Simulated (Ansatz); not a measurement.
# Ge: the cost of one run

Method: DFT r2SCAN, scalar-relativistic, plane waves, PAW, in Ansatz 0.2.0.

1 further run of the same task is left out (set aside as unsound or not needed).

## (1) Starting point

Symmetry: P6_3/mmc, No. 194, hexagonal system. The conventional cell has a = 3.996 Å, b = 3.996 Å, c = 6.603 Å, α = 90.00°, β = 90.00°, γ = 120.00°. Ge (site symmetry 3m) has 4 Ge at 2.45 to 2.47 Å as nearest neighbours.

Structure file:

```
Ge
1.0
     3.99565    0.00000    0.00000
    -1.99782    3.46033    0.00000
     0.00000    0.00000    6.60271
Ge
4
Direct
  0.66667 0.33333 0.06298
  0.33333 0.66667 0.56298
  0.66667 0.33333 0.43702
  0.33333 0.66667 0.93702
```

It goes back to an entry of the Materials Project, which need not be the stable form.

This cell was relaxed beforehand with the same method: volume 22.82 Å³/atom, gap on the mesh 0.10 eV.

## (2) The cell scaled to 0.97 of its volume

Input file input.yaml:

```yaml
crystal:
  lattice:
    - [3.9552858552, 0.0, 0.0]
    - [-1.9776429276, 3.4253780299, 0.0]
    - [0.0, 0.0, 6.5360123696]
  atoms:
    - { symbol: Ge, position: [0.6666666667, 0.3333333333, 0.0629814342] }
    - { symbol: Ge, position: [0.3333333333, 0.6666666667, 0.5629814342] }
    - { symbol: Ge, position: [0.6666666667, 0.3333333333, 0.4370185658] }
    - { symbol: Ge, position: [0.3333333333, 0.6666666667, 0.9370185658] }
basis:
  ecutwfc: 500
kpoints:
  mp_grid: { grid: [12, 12, 6] }
hamiltonian:
  xc: r2scan
scf:
  occupations: { method: gaussian, width: 0.01 }
output:
  forces: true
  stress: true
  eigenvalues: true
relax:
  adjacent_minimum: "off"
  f_tol: 0.01
  max_steps: 30
  cell: { stress_tol: 0.1, fix: [volume] }
```

The run is started by

```bash
> ansatz run input.yaml --threads 1 --pin off --max-ram 2560MiB --backend cpu --events-out ev --progress --plain --runs-dir out
```

Q: Estimate wall time and peak memory on 1 thread of Arm Neoverse V2, shared host.

About 85 s, with a peak of 0.67 GiB.
